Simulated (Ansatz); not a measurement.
# ZnS (Wurtzite-4H): relaxation of cell and atoms with RPBE

The system is ZnS (Wurtzite-4H).

```
Zn S
1.0
     3.82270    0.00000    0.00000
    -1.91135    3.31056    0.00000
     0.00000    0.00000   12.52000
Zn S
4 4
Direct
  0.66667 0.33333 0.75000
  0.33333 0.66667 0.25000
  0.00000 0.00000 0.50000
  0.00000 0.00000 0.00000
  0.66667 0.33333 0.93750
  0.33333 0.66667 0.43750
  0.00000 0.00000 0.68750
  0.00000 0.00000 0.18750
```

| Quantity | Value |
| --- | --- |
| Program | Ansatz 0.2.0 |
| Task | relaxation of cell and atoms |
| Functional | RPBE |
| Potentials or basis | Ansatz PAW |
| Cutoff | 420 eV (not typed: the program's choice for these potentials) |
| k mesh | 8 × 8 × 3 |
| Occupations | fermi-dirac, width 0.05 eV |
| Spin | no spin polarisation |

```yaml
Relaxed_volume: 20.94 Å³/atom
Relaxed_cell: a = 3.896 Å, b = 3.896 Å, c = 12.748 Å, α = 90.00°, β = 90.00°, γ = 120.00°
Space_group_after_relaxing_to_0.05_Å: P6_3mc (No. 186)
Energy_gained_by_relaxing: 13.2 meV/atom
Ionic_steps: 5
Pressure_after_relaxing: 0.0 GPa
Largest_force_after_relaxing: 0.009 eV/Å
Band_gap_on_the_k_mesh: 2.06 eV, direct
```

Forces on the atoms (eV/Å):
```
Zn   0.000  0.000 -0.008
Zn   0.000  0.000 -0.008
Zn   0.000  0.000 -0.009
Zn   0.000  0.000 -0.009
S    0.000  0.000  0.008
S    0.000  0.000  0.008
S    0.000  0.000  0.009
S    0.000  0.000  0.009
```

The path:
```tsv
step	energy change (eV)	largest force (eV/Å)	volume (Å³)
1	0.0000	0.0431	158.44
2	-0.0839	0.0153	163.57
3	-0.1009	0.0042	167.17
4	-0.1009	0.0091	167.54
5	-0.1053	0.0092	167.54
```

Final structure:
```cif
data_structure
_symmetry_space_group_name_H-M 'P 1'
_symmetry_Int_Tables_number 1
_cell_length_a 3.8955
_cell_length_b 3.8955
_cell_length_c 12.7483
_cell_angle_alpha 90.000
_cell_angle_beta 90.000
_cell_angle_gamma 120.000
_cell_volume 167.54
loop_
_atom_site_label
_atom_site_type_symbol
_atom_site_fract_x
_atom_site_fract_y
_atom_site_fract_z
_atom_site_occupancy
Zn1 Zn 0.66667 0.33333 0.75011 1
Zn2 Zn 0.33333 0.66667 0.25011 1
Zn3 Zn 0.00000 0.00000 0.50010 1
Zn4 Zn 0.00000 0.00000 0.00010 1
S1 S 0.66667 0.33333 0.93757 1
S2 S 0.33333 0.66667 0.43757 1
S3 S 0.00000 0.00000 0.68723 1
S4 S 0.00000 0.00000 0.18723 1
```

Levels at points of the mesh, in eV from the valence-band top:
```
            k point  band 32  band 33  band 34  band 35  band 36  band 37  band 38  band 39  band 40  band 41
 (0.00, 0.00, 0.00)    -0.41    -0.41    -0.04     0.00     0.00     2.06     3.21     3.35     3.57     6.43
(0.00, -0.50, 0.00)    -1.44    -1.43    -1.42    -0.99    -0.78     3.39     3.54     3.91     4.46     4.92
```

Wall time 20 s on 4 threads of Intel(R) Xeon(R) Processor @ 2.70GHz, with other jobs on the host, peak memory 0.58 GiB.

Caveat: odd divisions of the mesh miss points on the zone boundary, where band edges often lie, so the gap on the mesh can be too wide; the plane-wave basis is chosen anew once the cell has moved, so the energies of steps on either side of that aren't comparable; the PAW data sets come from PBE, with cores solved anew for the run's functional, which leaves a small shift of forces and pressure. RPBE and its kin give volumes clearly too large for solids.
